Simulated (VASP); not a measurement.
# InSe in VASP: a series of runs

One slab, InSe, is run at these levels: PBE; tasks: single point.

Everything below comes from runs of VASP 6.6.1. Logs are shortened: lines on timing, memory, paths and dates and some standing lists are left out, and cuts for length are marked.

## 1. The slab as given

The cell holds a slab with vacuum, 2 atoms: a = 4.050 Å, b = 4.050 Å, c = 12.931 Å, α = 90.00°, β = 90.00°, γ = 120.00°.

## 2. Single point, PBE

INCAR reads:

```
ALGO = Normal
DIPOL = 0.5 0.5 0.500
EDIFF = 1E-7
ENCUT = 500
GGA = PE
IDIPOL = 3
ISIF = 2
ISMEAR = 0
LASPH = T
LCHARG = F
LDIPOL = T
LREAL = F
LVACPOTAV = T
LVHAR = T
LWAVE = F
NBANDS = 20
NELM = 120
PREC = Accurate
SIGMA = 0.05
```

KPOINTS reads:

```
k-points
0
Gamma
  6 6 1
```

POSCAR reads:

```
InSe
1.0
    4.0500000000      0.0000000000      0.0000000000
   -2.0250000000      3.5074028900      0.0000000000
    0.0000000000      0.0000000000     12.9311500000
In Se
1 1
Direct
    0.3333333333      0.6666666667      0.4639958550
    0.6666666667      0.3333333333      0.5360041450
```

Potentials or basis: VASP PAW PBE potentials, release 64 (In_d, Se).

On the command line:

```sh
> cat potpaw_PBE.64/In_d/POTCAR potpaw_PBE.64/Se/POTCAR > POTCAR
> mpirun -np 1 vasp_std > vasp.out
```

OUTCAR:

```text
EDIFF = 1E-7
   ENCUT = 500
   GGA = PE
   ISIF = 2
   ISMEAR = 0
   LASPH = T
   LREAL = F
   NELM = 120
   PREC = Accurate

 Found      7 irreducible k-points:

 Following reciprocal coordinates:
            Coordinates               Weight
  0.000000  0.000000  0.000000      1.000000
  0.166667  0.000000  0.000000      6.000000
  0.333333  0.000000  0.000000      6.000000
  0.500000  0.000000  0.000000      3.000000
  0.166667  0.166667  0.000000      6.000000
  0.333333  0.166667  0.000000     12.000000
   k-points           NKPTS =      7   k-points in BZ     NKDIM =      7   number of bands    NBANDS=     20
   number of dos      NEDOS =    301   number of ions     NIONS =      2
   total plane-waves  NPLWV =  86400
   dimension x,y,z NGX =    30 NGY =   30 NGZ =   96
   dimension x,y,z NGXF=    60 NGYF=   60 NGZF=  192
   ions per type =               1   1
   NGX,Y,Z   is equivalent  to a cutoff of  12.31, 12.31, 12.34 a.u.
   NGXF,Y,Z  is equivalent  to a cutoff of  24.63, 24.63, 24.68 a.u.
 SYSTEM =  unknown system
   PREC   = accura    normal or accurate (medium, high low for compatibility)
   ISTART =      0    job   : 0-new  1-cont  2-samecut
   ICHARG =      2    charge: 1-file 2-atom 10-const
   ISPIN  =      1    spin polarized calculation?
   LNONCOLLINEAR =      F non collinear calculations
   LSORBIT =      F    spin-orbit coupling
   LASPH  =      T    aspherical Exc in radial PAW
   ENCUT  =  500.0 eV  36.75 Ry    6.06 a.u.   7.38  7.38 23.58*2*pi/ulx,y,z
   NELM   =    120;   NELMIN=  2; NELMDL= -5     # of ELM steps
   EDIFF  = 0.1E-06   stopping-criterion for ELM
   LREAL  =      F    real-space projection
   EDIFFG = 0.1E-05   stopping-criterion for IOM
   NSW    =      0    number of steps for IOM
   IBRION =     -1    ionic relax: 0-MD 1-quasi-New 2-CG
   NFREE  =      0    steps in history (QN), initial steepest desc. (CG)
   ISIF   =      2    stress and relaxation
   ISYM   =      2    0-nonsym 1-usesym 2-fastsym
   POTIM  = 0.5000    time-step for ionic-motion
   TEBEG  =    0.0;   TEEND  =   0.0 temperature during run
   PSTRESS=    0.0 pullay stress
   NELECT =      19.0000    total number of electrons
   NUPDOWN=      -1.0000    fix difference up-down
   EMIN   =  10.00;   EMAX   =-10.00  energy-range for DOS
   EFERMI =   0.00;   METHOD = LEGACY
   ISMEAR =     0;   SIGMA  =   0.05  broadening in eV -4-tet -1-fermi 0-gaus
   EFERMI_NEDOS =   21; number of points for ismear=-14 and -15
   IALGO  =     38    algorithm
   IMIX   =      4    mixing-type and parameters
     AMIX     =   0.40;   BMIX     =  1.00
     AMIX_MAG =   1.60;   BMIX_MAG =  1.00
  volume/ion in A,a.u.               =      91.84       619.79
  Fermi-wavevector in a.u.,A,eV,Ry     =   0.768482  1.452219  8.035109  0.590564
  Thomas-Fermi vector in A             =   1.869264
   LORBIT       =      0    0 simple, 1 ext, 2 COOP (PROOUT), +10 PAW based schemes
   GGA     = PE    functional components
   LHFCALC =     F    Hartree Fock is set to
   AEXX    =    0.0000 exact exchange contribution
   IVDW    =     0    specifies the selected vdW correction
   LEPSILON=     F    determine dielectric tensor
   LRPA    =     F    only Hartree local field effects (RPA)
 non-spin polarized calculation
 Gauss-broadening in eV      SIGMA  =   0.05
  energy-cutoff  :      500.00
  volume of cell :      183.69
 maximum number of plane-waves:      4721
 NGX is ok and might be reduce to    30
   NGX = 15   NGY = 15   NGZ = 47

 number of electron      19.0000005 magnetization

 dipolmoment           0.000000      0.000000      0.035317 electrons x Angstroem

 Free energy of the ion-electron system (eV)
  ---------------------------------------------------
  ext. energy  EPLUGINS =         0.00000000
  ---------------------------------------------------
  free energy    TOTEN  =        -5.64830721 eV

  energy without entropy =       -5.63112150  energy(sigma->0) =       -5.63971435

 E-fermi :  -1.2638     XC(G=0):  -3.7055

 val. band max:       -1.2690475317   @ k =   0.3333   0.1667   0.0000
 cond. band min:      -1.2611299682   @ k =   0.3333   0.3333   0.0000
 fundamental gap:      0.0079175635
 Fermi energy:        -1.2638366792

 k-point     1 :       0.0000    0.0000    0.0000
  band No.  band energies     occupation
      1     -16.7297      2.00000
      2     -16.5194      2.00000
      3     -16.5194      2.00000
      4     -16.3338      2.00000
      5     -16.3338      2.00000
      6     -15.4828      2.00000
      7      -6.2340      2.00000
      8      -3.7478      2.00000
      9      -3.7478      2.00000
     10      -1.9861      2.00000
     11       0.1452      0.00000
     12       2.5226      0.00000
     13       2.7397      0.00000
     14       2.7397      0.00000
     15       2.8900      0.00000
     16       4.7404      0.00000
     17       6.7156      0.00000
     18       6.9094      0.00000
     19       7.9358      0.00000
     20       7.9358      0.00000

 k-point     2 :       0.1667    0.0000    0.0000
  band No.  band energies     occupation
      1     -16.8551      2.00000
      2     -16.5002      2.00000
      3     -16.4439      2.00000
      4     -16.3436      2.00000
      5     -16.3311      2.00000
      6     -15.2252      2.00000
      7      -6.4175      2.00000
      8      -4.8471      2.00000
      9      -4.0875      2.00000
     10      -1.2992      1.68310
     11       0.7237      0.00000
     12       2.1552      0.00000
     13       2.8444      0.00000
     14       3.2662      0.00000
     15       3.4008      0.00000
     16       4.6216      0.00000
     17       6.5764      0.00000
     18       7.1088      0.00000
     19       7.4230      0.00000
     20       8.0860      0.00000

 k-point     3 :       0.3333    0.0000    0.0000
  band No.  band energies     occupation
      1     -17.0043      2.00000
      2     -16.4670      2.00000
      3     -16.3895      2.00000
      4     -16.3437      2.00000
      5     -16.3195      2.00000
      6     -14.6508      2.00000
      7      -7.6881      2.00000
      8      -4.8821      2.00000
      9      -4.6521      2.00000
     10      -1.2363      0.43623
     11       0.3974      0.00000
     12       2.7108      0.00000
     13       3.9126      0.00000
     14       4.1014      0.00000
     15       4.3734      0.00000
     16       5.2039      0.00000
     17       5.8366      0.00000
     18       6.9094      0.00000
     19       7.7744      0.00000
     20       7.9041      0.00000

 k-point     4 :       0.5000    0.0000    0.0000
  band No.  band energies     occupation
      1     -17.0612      2.00000
      2     -16.4542      2.00000
      3     -16.3895      2.00000
      4     -16.3266      2.00000
      5     -16.3094      2.00000
      6     -14.3062      2.00000
      7      -8.4361      2.00000
      8      -4.8963      2.00000
      9      -4.5704      2.00000
     10      -1.5288      2.00000
     11       0.2092      0.00000
     12       2.9811      0.00000
     13       4.3400      0.00000
     14       4.5680      0.00000
     15       5.2701      0.00000
     16       5.6024      0.00000
     17       5.7982      0.00000
     18       6.4082      0.00000
     19       6.7340      0.00000
     20       7.8347      0.00000

 k-point     5 :       0.1667    0.1667    0.0000
  band No.  band energies     occupation
      1     -16.9694      2.00000
      2     -16.4790      2.00000
      3     -16.3900      2.00000
      4     -16.3539      2.00000
      5     -16.3230      2.00000
      6     -14.8054      2.00000
      7      -7.2261      2.00000
      8      -4.9584      2.00000
      9      -4.8328      2.00000
     10      -1.0592      0.00000
     11       1.5781      0.00000
     12       1.9146      0.00000
     13       3.0672      0.00000
     14       3.8409      0.00000
     15       4.0762      0.00000
     16       4.7207      0.00000
     17       6.2349      0.00000
     18       7.2657      0.00000
     19       7.7249      0.00000
     20       7.8942      0.00000

 k-point     6 :       0.3333    0.1667    0.0000
  band No.  band energies     occupation
      1     -17.0534      2.00000
      2     -16.4613      2.00000
      3     -16.3743      2.00000
      4     -16.3401      2.00000
      5     -16.3165      2.00000
      6     -14.3102      2.00000
      7      -8.2002      2.00000
      8      -5.6229      2.00000
      9      -4.4683      2.00000
     10      -1.2690      1.11717
     11       1.3197      0.00000
     12       2.9482      0.00000
     13       3.2993      0.00000
     14       4.6971      0.00000
     15       4.9465      0.00000
     16       5.5261      0.00000
     17       5.7901      0.00000
     18       6.8875      0.00000
     19       7.2005      0.00000
     20       7.5628      0.00000

 [... further k-points ...]

------------------------ aborting loop because EDIFF is reached ----------------------------------------

  FORCE on cell =-STRESS in cart. coord.  units (eV):
  Direction    XX          YY          ZZ          XY          YZ          ZX
  --------------------------------------------------------------------------------------
  -------------------------------------------------------------------------------------
  Total        4.9015884      4.9015884      1.7176097      0.0000000      0.0000000      0.0000000
  in kB       42.7532949     42.7532950     14.9815667      0.0000000      0.0000000      0.0000000
  external PRESSURE =      33.4960522 kB  Pullay stress =       0.0000000 kB

 VOLUME and BASIS-vectors are now :
 -----------------------------------------------------------------------------
  energy-cutoff  :      500.00
  volume of cell :      183.69
      direct lattice vectors                 reciprocal lattice vectors
     4.050000000  0.000000000  0.000000000     0.246913580  0.142555622  0.000000000
    -2.025000000  3.507402890  0.000000000     0.000000000  0.285111244  0.000000000
     0.000000000  0.000000000 12.931150000     0.000000000  0.000000000  0.077332642

 POSITION                                       TOTAL-FORCE (eV/Angst)
 -----------------------------------------------------------------------------------
     -0.00000      2.33827      6.00000        -0.000000     -0.000000     -1.857377
      2.02500      1.16913      6.93115         0.000000      0.000000      1.857377
 -----------------------------------------------------------------------------------
    total drift:                                0.000000     -0.000000      0.000239

  FREE ENERGIE OF THE ION-ELECTRON SYSTEM (eV)
  ---------------------------------------------------
  free  energy   TOTEN  =        -5.6483072085 eV

  energy  without entropy=       -5.6311214971  energy(sigma->0) =       -5.63971435

 vacuum level on the upper side and lower side of the slab         3.103         2.651
```

It took 49 s on 1 thread of Intel Xeon Platinum 8488C (Sapphire Rapids), shared host; peak memory 0.27 GiB.

These settings aren't checked as converged: the numbers below hold their error.

Results:

| Property | Result |
| --- | --- |
| Free energy | -5.6483 eV |
| Largest force | 1.857 eV/Å |
| Band gap on the k mesh | none (metal or under the smearing width) |
| Work function of the upper face | 4.37 eV |
| Work function of the lower face | 3.91 eV |

(Part 1 of 2 ends here.)
